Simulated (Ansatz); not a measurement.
System: SrO (rock salt type), 2 atoms in the cell.

```yaml
crystal:
  lattice:
    - [0.00000, 2.60000, 2.60000]
    - [2.60000, 0.00000, 2.60000]
    - [2.60000, 2.60000, 0.00000]
  atoms:
    - { symbol: Sr, position: [0.00000, 0.00000, 0.00000] }
    - { symbol: O, position: [0.50000, 0.50000, 0.50000] }
```
Lattice in Å, positions in fractions of it.

Method: Ansatz, PBE, plane waves, PAW datasets (generated hard set).

Cutoff 700 eV; k-mesh 8×8×8 Γ-centred; Fermi–Dirac smearing of 0.1 eV; no spin polarisation.

(1) How large is the gap on this mesh, is it direct, and where do the band edges lie (fractions of the reciprocal vectors of this cell)?

(2) List the levels near the gap at (0.000, 0.000, 0.000), (0.000, 0.000, 0.375), (0.000, 0.125, 0.375), (0.000, 0.125, -0.500), (0.000, 0.250, 0.375), (0.000, -0.500, -0.500), in eV from the top of the valence band (v1 is the highest filled band, c1 the lowest empty one).

Answers

(1) 3.33 eV, indirect from (0.000, 0.000, 0.000) to (0.000, -0.500, -0.500); the smallest direct gap is 3.43 eV.

(2) 
| k | v4 | v3 | v2 | v1 | c1 | c2 | c3 |
| --- | --- | --- | --- | --- | --- | --- | --- |
| (0.000, 0.000, 0.000) | -14.10 | 0.00 | 0.00 | 0.00 | 3.77 | 6.18 | 6.18 |
| (0.000, 0.000, 0.375) | -13.05 | -1.85 | -0.92 | -0.92 | 6.22 | 7.46 | 8.23 |
| (0.000, 0.125, 0.375) | -13.23 | -1.58 | -0.80 | -0.62 | 5.57 | 6.82 | 8.31 |
| (0.000, 0.125, -0.500) | -13.10 | -1.82 | -0.96 | -0.91 | 6.24 | 7.32 | 8.91 |
| (0.000, 0.250, 0.375) | -13.64 | -1.22 | -0.39 | -0.29 | 4.31 | 6.69 | 8.98 |
| (0.000, -0.500, -0.500) | -14.43 | -0.46 | -0.10 | -0.10 | 3.33 | 7.59 | 10.01 |

A gap read on the mesh is an upper bound of this method's gap, since the mesh can miss a band edge. Spin–orbit coupling is left out; with heavy elements it can shift the gap and split levels by tenths of an eV. Semilocal functionals give gaps that mostly lie well below measured ones.
